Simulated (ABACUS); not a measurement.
A run of ABACUS 3.10.1 is set up as follows.

File run_abacus.py:

```python
"""ABACUS run from a structure file: ASE reads it, the script writes STRU, KPT and INPUT."""
import re
import subprocess
from ase.io import read
from ase.units import Bohr

atoms = read("Ge.xyz")
atoms = atoms[(-atoms.numbers).argsort(kind="stable")]  # ABACUS lists atoms element by element
pseudo = {'Ge': 'Ge.upf'}
orbital = {}
magmoms = None
kmesh = [6, 6, 6]
params = {
    'suffix': 'Ge',
    'calculation': 'scf',
    'basis_type': 'pw',
    'pseudo_dir': './',
    'symmetry': 1,
    'dft_functional': 'LDA_X+LDA_C_PW',
    'ecutwfc': 79,
    'pseudo_rcut': 10,
    'nspin': 1,
    'nbands': 24,
    'ks_solver': 'dav',
    'smearing_method': 'fd',
    'smearing_sigma': 0.00367493,
    'scf_thr': 1e-08,
    'scf_nmax': 100,
    'mixing_type': 'broyden',
    'mixing_beta': 0.7,
    'cal_force': 1,
    'cal_stress': 1,
    'out_chg': 1,
    'kpar': 4,
}

symbols = atoms.get_chemical_symbols()
elements = list(dict.fromkeys(symbols))
lines = ["ATOMIC_SPECIES"] + [f"{e} {atoms.get_masses()[symbols.index(e)]:.4f} {pseudo[e]}" for e in elements]
if orbital:
    lines += ["", "NUMERICAL_ORBITAL"] + [orbital[e] for e in elements]
lines += ["", "LATTICE_CONSTANT", f"{1 / Bohr:.10f}", "", "LATTICE_VECTORS"]
lines += [" ".join(f"{x:.10f}" for x in v) for v in atoms.cell]
lines += ["", "ATOMIC_POSITIONS", "Direct"]
for e in elements:
    lines += ["", e, "0.0", str(symbols.count(e))]
    for i, p in enumerate(atoms.get_scaled_positions(wrap=False)):
        if symbols[i] == e:
            mag = "" if magmoms is None else " mag " + " ".join(str(x) for x in (magmoms[i] if isinstance(magmoms[i], list) else [magmoms[i]]))
            lines.append(" ".join(f"{x:.10f}" for x in p) + " 1 1 1" + mag)
open("STRU", "w").write("\n".join(lines) + "\n")
open("KPT", "w").write("K_POINTS\n0\nGamma\n%d %d %d 0 0 0\n" % tuple(kmesh))
open("INPUT", "w").write("INPUT_PARAMETERS\n" + "".join(f"{k:<20s}{v}\n" for k, v in params.items()))

done = subprocess.run(['mpirun', '-np', '4', 'abacus'])
if done.returncode:
    raise SystemExit(done.returncode)
log = open("OUT.Ge/running_scf.log").read()
print("final energy (eV):", re.findall(r"FINAL_ETOT_IS (\S+)", log))
```

Ge.xyz

```xyz
2
Lattice="0.0000000000 2.8289100000 2.8289100000 2.8289100000 0.0000000000 2.8289100000 2.8289100000 2.8289100000 0.0000000000" Properties=species:S:1:pos:R:3 pbc="T T T"
Ge     4.2433650000      4.2433650000      4.2433650000
Ge     2.8289100000      2.8289100000      2.8289100000
```

Potentials or basis: PseudoDojo NC SR 0.4.1 LDA standard, plane waves.

Run with:

```bash
$ OMP_NUM_THREADS=1 python run_abacus.py > log
```

Question: Estimate the pressure.

Answer: -1.2 GPa.

Question: Estimate the band gap on the k mesh.

Answer: None (metal or under the smearing width).

Caveat: this crystal is a semiconductor, whose small gap the functional closes, so the metal is an error of the method.

**Measured values to compare with.**

From “Temperature-dependent photoluminescence in Ge: experiment and theory”, 2020, arxiv:2003.00143, for a bulk crystal of Ge at 0 K: band gap 0.744 eV (indirect).

Against the measured gap of Ge, 0.744 eV (indirect; 0 K; “Temperature-dependent photoluminescence in Ge: experiment and theory”, 2020, arxiv:2003.00143), the calculated 0.00 eV is off by -0.74 eV. 3 values of this kind are on record (0.666 to 0.807 eV); this one was drawn at random among those near their median. Spin-orbit coupling on Ge is left out. The value is that of LDA-PW92 on a finite k mesh, which can miss the band edges, without temperature or zero-point motion. Semilocal functionals fall short of measured gaps as a rule.
